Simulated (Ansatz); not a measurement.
# W2NS2 MXene bilayer (AA) in a perpendicular field, part 2 of 3

What dipole does a perpendicular field induce in the W2NS2 MXene bilayer (AA)? A positive field points along +c.

Ansatz 0.2.0; plane-wave DFT, LDA, Ansatz PAW.

So far. Step 2 (Relaxing the slab): The lattice constant a goes from 3.054 to 2.966 Å.

### Step 3. Single point, field 0

A sawtooth potential applies the field, turning back in the middle of the vacuum. With the dipole correction the typed value is the field outside the slab. The induced dipole is small, so the SCF threshold is tight.

The cell differs from the one that the last finished run ended in (c 60.954 → 33.171 Å).

The input, input.yaml:

```yaml
crystal:
  lattice:
    - [2.9657850575, 0.0, 0.0]
    - [-1.4828925288, 2.568445202, 0.0]
    - [0.0, 0.0, 33.1712532684]
  atoms:
    - { symbol: S, position: [0.3333333333, 0.6666666667, 0.2713192633] }
    - { symbol: W, position: [0.6666666667, 0.3333333333, 0.320889576] }
    - { symbol: "N", position: [0.0, 0.0, 0.3628802533] }
    - { symbol: W, position: [0.3333333333, 0.6666666667, 0.4045590002] }
    - { symbol: S, position: [0.6666666667, 0.3333333333, 0.4541979106] }
    - { symbol: S, position: [0.3333333333, 0.6666666667, 0.5458020894] }
    - { symbol: W, position: [0.6666666667, 0.3333333333, 0.5954409998] }
    - { symbol: "N", position: [0.0, 0.0, 0.6371197467] }
    - { symbol: W, position: [0.3333333333, 0.6666666667, 0.679110424] }
    - { symbol: S, position: [0.6666666667, 0.3333333333, 0.7286807367] }
kpoints:
  mp_grid: { grid: [18, 18, 1] }
  band_path:
    path: [[0, 0, 0], [0.5, 0, 0], [0.33333333, 0.33333333, 0], [0, 0, 0]]
    npoints: 16
hamiltonian:
  xc: lda
scf:
  occupations: { method: fermi_dirac, width: 0.02585 }
  convergence: { dr2_threshold: 1.0e-10 }
efield:
  axis: 3
  dipole_correction: true
  ramp_position: 0.97
  ramp_width: 0.06
  amplitude: 0
output:
  dos: { projected: true, e_range: [-6, 5] }
  bader: true
  write_potential: true
  write_density: true
  volumetric_format: npy
  elf: true
```

On the command line:

```bash
> ansatz run input.yaml --threads 4 --pin off --max-ram 6144MiB --backend cpu --events-out ev --progress --plain --runs-dir out
```

Numbers of over 12 decimals in the logs are rounded to 6 here.

Log:

```text
[...]
Crystal: 10 atoms, lattice volume = 252.681 Å³
Basis set: ecut = 420 eV, 4839 PW (Γ)
Bands: 55, of which v1, the nominal top of the filled ones, is band 45 counted from 1 (44 counted from 0)
Symmetry: 6 space group operations
k-points: 37 of 324 (time reversal used)
[...]
SCF iter   1: F=—  HF=-44748.972852 eV  |F-HF|=—  |Δ(HF+E_count)|=         —  Δρ=8.20e-3  dr2=3.35e-1  ethr=1.77e-3  p=0.000 e·Å  D=8.82e-14 V/Å  ΔV_dip=-0.00 eV  dr2_dipole=3.28e-6  V_vac-E_F(+/−)=5.30/5.30 eV  ⟨swp⟩=9.7  Hψ=10713  notcnv=0  defer=4
efield: sawtooth ramp at fractional position 0.9700 (set: `efield.ramp_position`, or a place that a band, a saddle search or an elastic batch's reference lends), width 0.0600; the density the first Hamiltonian is built on has a dipole p = 0.000 e·Å; the dipole correction subtracts the counter field D = 8.82e-14 V/Å, which shifts the + side's vacuum level by -0.00 eV against the − side's; the planar-averaged density in the ramp window peaks in size at 1.5e-5 e/Å³
[...]
SCF iter   2: F=—  HF=-44748.932379 eV  |F-HF|=—  |Δ(HF+E_count)|=   4.05e-2  Δρ=2.37e-3  dr2=1.90e-2  ethr=3.72e-4  p=0.000 e·Å  D=1.01e-5 V/Å  ΔV_dip=-0.00 eV  dr2_dipole=3.74e-6  V_vac-E_F(+/−)=5.22/5.22 eV  ⟨swp⟩=3.5  Hψ=4178  notcnv=0  defer=93
[...]
SCF iter   9: F=-44748.927818 eV  HF=-44748.927818 eV  |F-HF|=6.55e-11  |Δ(HF+E_count)|=  3.86e-10  Δρ=1.28e-7  dr2=8.64e-11  ethr=1.00e-12  p=0.000 e·Å  D=1.95e-9 V/Å  ΔV_dip=-0.00 eV  dr2_dipole=1.63e-13  V_vac-E_F(+/−)=5.25/5.25 eV  ⟨swp⟩=10.6  Hψ=8798  notcnv=0
SCF 1 converged in 9 iterations: F = -44748.927818 eV  dr2 = 8.64e-11
[...]
NSCF: frozen V_eff on 49 k-points
efield: sawtooth ramp at fractional position 0.9700 (kept from the solve that this one continues, or follows in the run), width 0.0600; the density the first Hamiltonian is built on has a dipole p = 0.000 e·Å; the dipole correction subtracts the counter field D = 1.95e-9 V/Å, which shifts the + side's vacuum level by -0.00 eV against the − side's; the planar-averaged density in the ramp window peaks in size at 1.7e-6 e/Å³
[...]
SCF converged after 9 iterations
Free energy (F): -44748.927818 eV
[...]
Internal energy: -44748.914442 eV  (E = F + TS)
E sigma→0 (E₀):  -44748.921130 eV
Entropy (-TS):   -0.013376 eV (-1.338 meV/atom)
Fermi energy:    6.207833 eV
Dipole field:    D = -0.000000 V/Å  (p = -0.000001 e·Å, saw-weighted, corrected)
Work function:   Φ+ = 5.2458 eV   Φ− = 5.2457 eV
Levels:          The Fermi level and band energies are counted from a zero that moves with the ramp; work functions are not
[...]
--- Band table (eV; the first three rows and the last of 37) ---
  k-point 0: bands = [... 41 lower, 5.4737, 5.5779, 5.5779, 5.5889, 5.5889, 5.6201, 5.8729, 6.4049, ... 6 higher]
  k-point 1: bands = [... 41 lower, 4.9660, 5.7249, 5.9023, 6.0168, 6.0405, 6.1338, 6.1488, 6.2650, ... 6 higher]
  k-point 2: bands = [... 41 lower, 4.5886, 5.5746, 5.6870, 5.9499, 6.0711, 6.1980, 6.2216, 6.6173, ... 6 higher]
  k-point 36: bands = [... 41 lower, 6.0725, 6.4884, 6.4884, 6.5470, 6.5470, 6.9644, 7.2709, 7.9632, ... 6 higher]
--- Bader charges: 10 sites ---
  site symbol  charge [e]  shift [e]
     0      S     -0.6215     0.0031
     1      W      1.3901     0.0046
     2      N     -1.5446     0.0030
     3      W      1.3969     0.0046
     4      S     -0.6208     0.0031
     5      S     -0.6208     0.0031
     6      W      1.3969     0.0046
     7      N     -1.5446     0.0030
     8      W      1.3901     0.0046
     9      S     -0.6215     0.0031
  estimated error of the sums over rays = 5.6e-4 e
```

Elapsed: 36 s, on 4 threads of Intel Xeon Platinum 8488C (Sapphire Rapids), shared host; peak memory 1 GiB; 2.4 min of CPU time.

Numbers from this step:

```
energy at zero smearing   : -44748.9211 eV
work function, upper face : 5.246 eV
dipole along the normal   : -6.73e-7 e·Å
```

Running mean over a fixed 2.5 Å (it still follows the layers) of the planar mean; the ramp of the sawtooth is left out. Electron's electrostatic potential energy less the Fermi level against z:

z (Å), electron's electrostatic potential energy less the Fermi level (eV) and a bar from the least value:
```
        4        5.2 ##############################
        5        5.2 ##############################
        6        5.2 ##############################
        7        4.5 #############################
        8       -0.7 #####################
        9       -6.6 ###########
       10      -13.4 
       11      -13.4 
       12      -12.1 ##
       13      -13.5 
       14      -13.5 
       15       -7.1 ##########
       16       -1.5 ###################
       17       -0.9 ####################
       18       -5.7 ############
       19      -13.2 
       20      -13.3 
       21      -12.2 ##
       22      -13.4 
       23      -13.5 
       24       -8.1 #########
       25       -1.7 ###################
       26        4.0 ############################
       27        5.2 ##############################
       28        5.2 ##############################
       29        5.2 ##############################
```

The density of states has structure finer than the step of the table below, so its rows give means over 0.2 eV, whole bins alone (the curve runs from -6 to 1.99 eV). Peaks (eV: height): -5.83: 9.15, -5.42: 11.9, -5.34: 12.4, -5.09: 9.44, -1.95: 16.1, -0.27: 13.6, -0.02: 9.78.

Table of density of states by energy, zero at the Fermi level; means over each step:

energy (eV), density of states (states/eV a cell) and a bar from the least value:
```
     -5.8        7.5 ########################
     -5.6        5.3 ###############
     -5.4        8.9 ##############################
     -5.2        6.9 ######################
     -5.0        7.2 #######################
     -4.8        5.0 ##############
     -4.6        4.0 ##########
     -4.4        3.2 #######
     -4.2        5.6 ################
     -4.0        5.3 ###############
     -3.8        5.8 #################
     -3.6        5.7 #################
     -3.4        5.3 ###############
     -3.2        6.9 ######################
     -3.0        6.7 #####################
     -2.8        5.8 #################
     -2.6        4.5 ############
     -2.4        2.5 ####
     -2.2        1.5 
     -2.0        5.9 ##################
     -1.8        6.2 ###################
     -1.6        5.2 ###############
     -1.4        3.8 #########
     -1.2        4.8 #############
     -1.0        4.4 ############
     -0.8        3.8 #########
     -0.6        2.6 ####
     -0.4        3.5 ########
     -0.2        7.7 #########################
      0.0        6.0 ##################
      0.2        3.9 #########
      0.4        4.0 ##########
      0.6        3.5 ########
      0.8        4.6 ############
      1.0        5.4 ################
      1.2        4.7 #############
      1.4        4.2 ###########
      1.6        3.7 #########
      1.8        4.2 ###########
```

Projected DOS per atom over height of the atomic layer and energy from the Fermi level. Layers: S W N W S S W N W S from below.

Values in states/eV, 22 rows by 10 columns, each cell a mean:
```
0.14 0.80 0.09 0.83 0.14 0.14 0.83 0.09 0.80 0.14
0.15 0.74 0.12 0.75 0.16 0.16 0.75 0.12 0.74 0.15
0.23 0.86 0.23 0.88 0.24 0.24 0.88 0.23 0.86 0.23
0.17 0.71 0.25 0.70 0.17 0.17 0.70 0.25 0.71 0.17
0.12 0.70 0.23 0.70 0.12 0.12 0.70 0.23 0.70 0.12
0.23 0.89 0.32 0.89 0.24 0.24 0.89 0.32 0.89 0.23
0.26 0.86 0.32 0.86 0.26 0.26 0.86 0.32 0.86 0.26
0.18 0.52 0.17 0.57 0.19 0.19 0.57 0.17 0.52 0.18
0.26 0.75 0.22 0.72 0.25 0.25 0.72 0.22 0.75 0.26
0.30 0.69 0.26 0.61 0.33 0.33 0.61 0.26 0.69 0.30
0.81 0.72 0.47 0.75 0.83 0.83 0.75 0.47 0.72 0.81
0.24 0.21 0.07 0.20 0.20 0.20 0.20 0.07 0.21 0.24
0.51 0.48 0.06 0.46 0.45 0.45 0.46 0.06 0.48 0.51
0.86 0.64 0.09 0.64 0.83 0.83 0.64 0.09 0.64 0.86
1.00 0.48 0.13 0.51 0.93 0.93 0.51 0.13 0.48 1.00
0.91 0.34 0.24 0.37 0.96 0.96 0.37 0.24 0.34 0.91
0.90 0.41 0.16 0.44 0.95 0.95 0.44 0.16 0.41 0.90
0.47 0.32 0.09 0.37 0.53 0.53 0.37 0.09 0.32 0.47
0.76 0.54 0.12 0.38 0.48 0.48 0.38 0.12 0.54 0.76
0.76 0.69 0.31 0.80 0.87 0.87 0.80 0.31 0.69 0.76
0.42 0.80 1.22 0.79 0.44 0.44 0.79 1.22 0.80 0.42
0.59 0.72 1.10 0.62 0.45 0.45 0.62 1.10 0.72 0.59
```
Columns: height of the atomic layer (Å) from 9 to 24.2 (not evenly spaced); rows upwards: energy from the Fermi level (eV) from -5.96 to 1.96.

Electronic bands along the path, in eV, zero at the Fermi level:

```csv
point,band 41,band 42,band 43,band 44,band 45,band 46,band 47,band 48
Γ,-0.73,-0.73,-0.63,-0.63,-0.62,-0.62,-0.59,-0.33
halfway,-2.00,-1.96,-1.32,-1.10,-0.12,0.05,0.28,0.29
M,-1.94,-1.92,-1.88,-1.85,2.28,2.42,2.69,2.69
halfway,-1.74,-1.64,-0.56,-0.53,1.28,1.32,1.75,1.92
K,-0.31,-0.14,0.28,0.28,0.34,0.34,0.76,1.06
halfway,-1.56,-1.30,-1.29,-1.02,-0.23,-0.11,0.50,0.53
Γ,-0.73,-0.73,-0.63,-0.63,-0.62,-0.62,-0.59,-0.33
```

Electrostatic potential energy in the ca plane at fractional y = 0.333, with atoms of W and S within 0.2 Å of it. With pseudopotentials it is smooth inside the atoms' cores, unlike the true potential.

Ten even steps from '0' (-41 eV) to '9' (11 eV), each cell a mean:
```
99999999999999998863115788877776346899999887
99999999999999999840001689888862113799999984
99999999999999999730000589988861322799999983
99999999999999999840001689888873114899999985
99999999999999988874225788877776557999998887
99999999999999877887778888754678889999987778
99999999999999876788888888743578999999987678
99999999999999877887678888765678889999988788
```
Columns run along c (16.0 Å, from fractional 0.10 to 0.58 of the cell; values clipped at the 3rd and 97th percentile), rows up along a (3.0 Å). Atoms in or near the plane, at fractional coordinates: W at (0.32, 0.67), S at (0.45, 0.67).

Valence density in the ca plane at fractional y = 0.333, with atoms of W and S within 0.2 Å of it. It is the smooth field of the valence electrons, not physical close to the nuclei.

Ten steps, logarithmic in the rise over the least value, from '0' (0.0 e/Å³) to '9' (5.1 e/Å³), each cell a mean:
```
34444566653212344567875443444456665310000000
33345666664211233579997433334566666421000000
23345664664211223589998532334566366521000000
33445666664211234579997433344566666420000000
44455566543112344557875444445556654310000000
55665444432113455544544555566544443210000000
55665443321123455544444555566544332100000000
45565444432113455545554454556544443210000000
```
Columns run along c (16.0 Å, from fractional 0.38 to 0.86 of the cell), rows up along a (3.0 Å). Atoms in or near the plane, at fractional coordinates: S at (0.45, 0.67), W at (0.60, 0.67), S at (0.73, 0.67).

ELF in the ca plane at fractional y = 0.333, with atoms of W and S within 0.2 Å of it. It is the smooth field of the valence electrons, not physical close to the nuclei.

Values, 5 rows by 16 columns, each cell a mean:
```
0.00 0.00 0.00 0.00 0.00 0.03 0.23 0.42 0.48 0.44 0.22 0.24 0.57 0.75 0.57 0.16
0.00 0.00 0.00 0.00 0.00 0.01 0.04 0.18 0.45 0.49 0.13 0.31 0.57 0.32 0.73 0.04
0.00 0.00 0.00 0.00 0.00 0.03 0.23 0.42 0.48 0.44 0.22 0.24 0.57 0.75 0.57 0.16
0.00 0.00 0.00 0.00 0.01 0.17 0.67 0.73 0.34 0.29 0.51 0.27 0.32 0.45 0.15 0.50
0.00 0.00 0.00 0.00 0.01 0.17 0.67 0.73 0.34 0.29 0.51 0.27 0.32 0.45 0.15 0.50
```
Columns run along c (16.0 Å, from fractional 0.05 to 0.54 of the cell), rows up along a (3.0 Å). Atoms in or near the plane, at fractional coordinates: W at (0.32, 0.67), S at (0.45, 0.67).

The work function of the upper face is 5.25 eV.

### Step 4. Single point, field 0.1 V/Å

input.yaml: that of step 3 with these lines changed.

```diff
@@ -31,6 +31,4 @@
   ramp_width: 0.06
-  amplitude: 0
+  amplitude: 0.1
 output:
-  dos: { projected: true, e_range: [-6, 5] }
-  bader: true
   write_potential: true
@@ -38,2 +36 @@
   volumetric_format: npy
-  elf: true
```

Log:

```text
[...]
Crystal: 10 atoms, lattice volume = 252.681 Å³
Basis set: ecut = 420 eV, 4839 PW (Γ)
Bands: 55, of which v1, the nominal top of the filled ones, is band 45 counted from 1 (44 counted from 0)
Symmetry: 6 space group operations
k-points: 37 of 324 (time reversal used)
[...]
k-point 0: bands = [... 41 lower, 5.4735, 5.5775, 5.5775, 5.5887, 5.5887, 5.6198, 5.8726, 6.4045, ... 6 higher]
  k-point 1: bands = [... 41 lower, 4.9658, 5.7246, 5.9020, 6.0164, 6.0403, 6.1334, 6.1486, 6.2647, ... 6 higher]
  k-point 2: bands = [... 41 lower, 4.5883, 5.5743, 5.6867, 5.9496, 6.0709, 6.1977, 6.2214, 6.6170, ... 6 higher]
  k-point 36: bands = [... 41 lower, 6.0722, 6.4869, 6.4894, 6.5450, 6.5485, 6.9641, 7.2707, 7.9624, ... 6 higher]
[key lines of the parts left out:]
SCF converged after 11 iterations
Free energy (F): -44748.931464 eV
Fermi energy:    6.207551 eV
Dipole field:    D = 0.052215 V/Å  (p = 0.072913 e·Å, saw-weighted, corrected)
```

It took 21 s on 4 threads; peak memory 0.95 GiB; 82 s of CPU time.

The dipole is 0.0729 e·Å.

### Step 5. Single point, field -0.1 V/Å

input.yaml: that of step 4 with these lines changed.

```diff
@@ -31,3 +31,3 @@
   ramp_width: 0.06
-  amplitude: 0.1
+  amplitude: -0.1
 output:
```

Log:

```text
[...]
Crystal: 10 atoms, lattice volume = 252.681 Å³
Basis set: ecut = 420 eV, 4839 PW (Γ)
Bands: 55, of which v1, the nominal top of the filled ones, is band 45 counted from 1 (44 counted from 0)
Symmetry: 6 space group operations
k-points: 37 of 324 (time reversal used)
[...]
k-point 0: bands = [... 41 lower, 5.4735, 5.5775, 5.5775, 5.5887, 5.5887, 5.6198, 5.8726, 6.4045, ... 6 higher]
  k-point 1: bands = [... 41 lower, 4.9658, 5.7246, 5.9020, 6.0164, 6.0403, 6.1334, 6.1486, 6.2647, ... 6 higher]
  k-point 2: bands = [... 41 lower, 4.5883, 5.5743, 5.6867, 5.9496, 6.0709, 6.1977, 6.2214, 6.6170, ... 6 higher]
  k-point 36: bands = [... 41 lower, 6.0722, 6.4869, 6.4894, 6.5450, 6.5485, 6.9641, 7.2707, 7.9624, ... 6 higher]
[key lines of the parts left out:]
SCF converged after 11 iterations
Free energy (F): -44748.931464 eV
Fermi energy:    6.207551 eV
Dipole field:    D = -0.052217 V/Å  (p = -0.072915 e·Å, saw-weighted, corrected)
```

Elapsed: 21 s, on 4 threads; peak memory 0.96 GiB; 81 s of CPU time.

The dipole is -0.0729 e·Å.

### Step 6. Single point, field 0.5 V/Å

input.yaml: that of step 5 with these lines changed.

```diff
@@ -31,3 +31,3 @@
   ramp_width: 0.06
-  amplitude: -0.1
+  amplitude: 0.5
 output:
```

Log:

```text
[...]
Crystal: 10 atoms, lattice volume = 252.681 Å³
Basis set: ecut = 420 eV, 4839 PW (Γ)
Bands: 55, of which v1, the nominal top of the filled ones, is band 45 counted from 1 (44 counted from 0)
Symmetry: 6 space group operations
k-points: 37 of 324 (time reversal used)
[...]
k-point 0: bands = [... 41 lower, 5.4680, 5.5680, 5.5680, 5.5842, 5.5842, 5.6122, 5.8658, 6.3956, ... 6 higher]
  k-point 1: bands = [... 41 lower, 4.9606, 5.7170, 5.8951, 6.0078, 6.0347, 6.1244, 6.1433, 6.2562, ... 6 higher]
  k-point 2: bands = [... 41 lower, 4.5819, 5.5665, 5.6802, 5.9420, 6.0642, 6.1890, 6.2159, 6.6092, ... 6 higher]
  k-point 36: bands = [... 41 lower, 6.0655, 6.4740, 6.4865, 6.5320, 6.5492, 6.9565, 7.2645, 7.9522, ... 6 higher]
[key lines of the parts left out:]
SCF converged after 12 iterations
Free energy (F): -44749.018981 eV
Fermi energy:    6.200602 eV
Dipole field:    D = 0.261192 V/Å  (p = 0.364729 e·Å, saw-weighted, corrected)
```

The job ended after 21 s (4 threads; peak memory 0.96 GiB).

The dipole is 0.365 e·Å.

### Step 7. Single point, field -0.3 V/Å

input.yaml: that of step 6 with these lines changed.

```diff
@@ -31,4 +31,6 @@
   ramp_width: 0.06
-  amplitude: 0.5
+  amplitude: -0.3
 output:
+  dos: { projected: true, e_range: [-6, 5] }
+  bader: true
   write_potential: true
@@ -36 +38,2 @@
   volumetric_format: npy
+  elf: true
```

Log:

```text
[...]
Crystal: 10 atoms, lattice volume = 252.681 Å³
Basis set: ecut = 420 eV, 4839 PW (Γ)
Bands: 55, of which v1, the nominal top of the filled ones, is band 45 counted from 1 (44 counted from 0)
Symmetry: 6 space group operations
k-points: 37 of 324 (time reversal used)
[...]
--- Bader charges: 10 sites ---
  site symbol  charge [e]  shift [e]
     0      S     -0.6094     0.0031
     1      W      1.3906     0.0046
     2      N     -1.5445     0.0030
     3      W      1.3968     0.0046
     4      S     -0.6208     0.0031
     5      S     -0.6209     0.0031
     6      W      1.3969     0.0046
     7      N     -1.5447     0.0030
     8      W      1.3896     0.0046
     9      S     -0.6336     0.0031
  estimated error of the sums over rays = 5.6e-4 e
[key lines of the parts left out:]
SCF converged after 11 iterations
Free energy (F): -44748.960632 eV
Fermi energy:    6.205264 eV
Dipole field:    D = -0.156671 V/Å  (p = -0.218775 e·Å, saw-weighted, corrected)
```

It took 38 s on 4 threads; peak memory 1 GiB; 2.5 min of CPU time.

The dipole is -0.219 e·Å.

(Part 2 of 3 ends here.)

[Logs are printed without paths, hosts, clocks, repeated set-up lines and the standing remarks that a program may print on its own settings, such as how far it seeks lower states.]

[Hosts, paths, dates, database ids (printed as entryN), source tags and the programs' standing remarks are cut or masked in the printed files.]

[Maps of the electrostatic potential energy from Ansatz leave out the sawtooth potential of an applied field or a dipole correction, so their vacuum need not be flat; planar profiles and work functions include it.]

[The density of states shown here was stored with 400 of the rows of the run's finer table, so its peaks can read low, often by over a quarter, or be missed, and its means over a window can be off by a tenth or more.]
